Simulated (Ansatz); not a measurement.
**Structure types of PbS compared at 40 GPa**

Structure types of PbS are relaxed in primitive cells with their symmetry kept at 40 GPa, on PAW files; LAPW relaxes the small cells further and takes the PAW cell for the others (marked *). The enthalpy is E + pV at zero temperature, without zero-point motion. Only the types listed were tried, and differences under about 5 meV/atom are mesh noise. The real phase may be another.

Level of theory: DFT with PBE, scalar-relativistic, in Ansatz 0.2.0; Fermi–Dirac smearing of 0.1 eV, no spin polarisation. LAPW: all electrons, basis error target 0.5 meV/atom; PAW: frozen-core files, cutoff 420 eV.

k meshes: rocksalt 14×14×14, CsCl 13×13×13, zincblende 12×12×12, wurtzite 9×9×5, NiAs 10×10×6.

Spin–orbit coupling is left out, which matters for the heavy atoms.

Task: Which type is lowest in enthalpy, and by how much?

Result: CsCl, 258 meV/atom below distorted NiAs. The whole table:

```csv
start type,ends as,"a, b, c (Å)",V (Å³/atom),"H − H(lowest), LAPW (meV/atom)","same, PAW"
rocksalt,"rocksalt, Fm-3m","5.332, 5.332, 5.332",18.94,273.2,273.2
CsCl,"CsCl, Pm-3m","3.252, 3.252, 3.252",17.19,0.0,0.0
zincblende,"zincblende, F-43m","5.690, 5.690, 5.690",23.02,1913.5,1913.3
wurtzite*,"flat h-MgO, P6_3/mmc","4.361, 4.361, 5.288",21.77,1289.7,1289.5
NiAs*,"distorted NiAs, P6_3/mmc","3.354, 3.354, 7.447",18.14,257.8,258.0
```

Task: Split the lead of CsCl over distorted NiAs into energy and pV.

Result: For distorted NiAs less CsCl: ΔE = +22.0 meV/atom, and p·ΔV = 40 GPa × +0.9447 Å³ × 6.242 meV/(GPa·Å³) = +235.9 meV/atom, together 257.9 meV/atom. CsCl wins on both counts.
